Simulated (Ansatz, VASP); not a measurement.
**MgS in VASP and in Ansatz**

Contents of POSCAR:

```
MgS
1.0
    0.0000000000      2.8308768389      2.8308768389
    2.9656265765      0.0000000000      2.8308768389
    2.9656265765      2.8308768389      0.0000000000
Mg S
1 1
Direct
    0.0000000000      0.0000000000      0.0000000000
    0.2500000000      0.2500000000      0.2500000000
```

The input INCAR.step1:

```
PREC     = Accurate       # precision mode
ENCUT    = 520            # plane-wave cutoff, eV
ISMEAR   = 0              # smearing method
SIGMA    = 0.01           # smearing width, eV
LREAL    = False          # projectors in reciprocal space
LASPH    = True           # aspherical terms in the spheres
NELM     = 100            # most SCF steps
NBANDS   = 11             # bands
GGA      = PE             # functional
ALGO     = Normal         # electronic algorithm
EDIFF    = 1E-4           # SCF threshold, eV
LWAVE    = True           # write WAVECAR
LCHARG   = False          # write CHGCAR
```

Contents of INCAR.step2:

```
PREC     = Accurate       # precision mode
ENCUT    = 520            # plane-wave cutoff, eV
EDIFF    = 1E-7           # SCF threshold, eV
ISMEAR   = 0              # smearing method
SIGMA    = 0.01           # smearing width, eV
LREAL    = False          # projectors in reciprocal space
LASPH    = True           # aspherical terms in the spheres
NELM     = 100            # most SCF steps
ALGO     = Normal         # electronic algorithm
ISIF     = 2              # what is computed and relaxed
LWAVE    = False          # write WAVECAR
LCHARG   = False          # write CHGCAR
METAGGA  = R2SCAN         # meta-GGA
LMIXTAU  = True         
NBANDS   = 11             # bands
ISTART   = 1
```

KPOINTS

```
Automatic mesh
0
Gamma
  8 8 8
```

Input for Ansatz:

```yaml
crystal:
  lattice:
    - [0.0, 2.8308768389, 2.8308768389]
    - [2.9656265765, 0.0, 2.8308768389]
    - [2.9656265765, 2.8308768389, 0.0]
  atoms:
    - { symbol: Mg, position: [0.0, 0.0, 0.0] }
    - { symbol: S, position: [0.25, 0.25, 0.25] }
kpoints:
  mp_grid: { grid: [8, 8, 8] }
  band_path:
    path:
      - [0.0, 0.0, 0.0]
      - [-0.5, -0.5, 0.0]
      - [-0.375, -0.375, 0.25]
      - [-0.375, 0.0, 0.375]
      - [0.0, 0.0, 0.5]
      - [-0.5, -0.25, 0.25]
    npoints: 1
hamiltonian:
  xc: r2scan
scf:
  occupations: { method: fixed }
  n_extra_bands: 4
output:
  forces: true
  stress: true
  eigenvalues: true
```

Change from the starting cell: uniaxial_x strain +4.8%.

Alike in both runs: task single point; functional r2SCAN; k mesh 8 × 8 × 8; no spin polarisation.

```csv
,VASP,Ansatz
version,VASP 6.6.1,Ansatz 0.2.0
potentials or method,"VASP PAW PBE potentials, release 64 (Mg, S)","plane waves, PAW"
plane-wave cutoff (eV),520,500
occupations,"gaussian, width 0.01 eV",fixed
valence electrons in the cell,8,16
```

VASP gave:

| Quantity | Value |
| --- | --- |
| gap on the k mesh at the Fermi level (eV) | 3.83 |
| pressure (GPa) | -2.9 |
| largest component of the traceless stress (GPa) | 0.92 |

Estimate Ansatz's values.

gap on the k mesh at the Fermi level (eV): 3.84; pressure (GPa): -2.6; largest component of the traceless stress (GPa): 0.90.

The two sets of potentials don't hold the same shells in valence.

Caveats: the PAW data sets were made with another functional, which shifts forces and pressure a little (VASP). A k mesh can miss the band edges.
